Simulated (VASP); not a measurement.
A run of VASP 6.6.1:

The input INCAR:

```
SYSTEM = Li
ALGO = Normal
EDIFF = 1E-6
ENCUT = 520
GGA = PE
ISIF = 2
ISMEAR = 0
IVDW = 12
LASPH = .True.
LCHARG = .False.
LREAL = .False.
LWAVE = .False.
NBANDS = 8
NELM = 60
PREC = Accurate
SIGMA = 0.1
```

KPOINTS

```
k-points
0
Gamma
  8 8 8
  0 0 0
```

File POSCAR:

```
Li
1.0
    0.0000000000      2.2020000000      2.2020000000
    2.2020000000      0.0000000000      2.2020000000
    2.2020000000      2.2020000000      0.0000000000
Li
1
Direct
    0.0000000000      0.0000000000      0.0000000000
```

Potentials or basis: VASP PAW PBE potentials, release 64 (Li_sv).

Command:

```console
$ cat potpaw_PBE.64/Li_sv/POTCAR > POTCAR
$ mpirun -np 1 vasp_std > vasp.out
```

Hardware: 1 thread of Intel(R) Xeon(R) 6975P-C (Granite Rapids), on a shared host.

**Question.** How long does it take, and how much memory?

**Answer.** Wall time 3.8 s on 1 thread of Intel(R) Xeon(R) 6975P-C (Granite Rapids), with other jobs on the host, peak memory 0.13 GiB. Counts: scf iterations 10, k points 29.
